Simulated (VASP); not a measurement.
Crystal: CsSnI3.

```xyz
5
Lattice="6.2057 0.0000 0.0000 0.0000 6.2057 0.0000 0.0000 0.0000 6.2057" Properties=species:S:1:pos:R:3 pbc="T T T"
Cs    0.0000    0.0000    0.0000
I     3.1029    3.1029    0.0000
I     3.1029    0.0000    3.1029
I     0.0000    3.1029    3.1029
Sn    3.1029    3.1029    3.1029
```

Base run:

| Property | Result |
| --- | --- |
| Program | VASP 6.6.1 |
| Functional | PBEsol |
| Potentials or basis | VASP PAW PBE potentials, release 64 (Cs_sv, I, Sn_d) |
| Cutoff | 520 eV |
| k mesh | 5 × 5 × 5 |
| Occupations | fermi-dirac, width 0.05 eV |
| Spin | no spin polarisation |

Its results: band gap on the k mesh 1.72 eV, direct.

**Question.** The run is repeated on the same cell with these changes: functional from PBEsol to PBE; k mesh from 5 × 5 × 5 to 4 × 4 × 4. What comes out?

**Answer.** Band gap on the k mesh 0.30 eV, direct.

Several settings changed at once, so the effect can't be laid on one alone.

Caveats: spin-orbit coupling is left out, which moves the levels of the heavy elements; an odd mesh through Γ misses points on the zone boundary, where band edges often lie (some runs).

Not every run made on this cell is shown here.
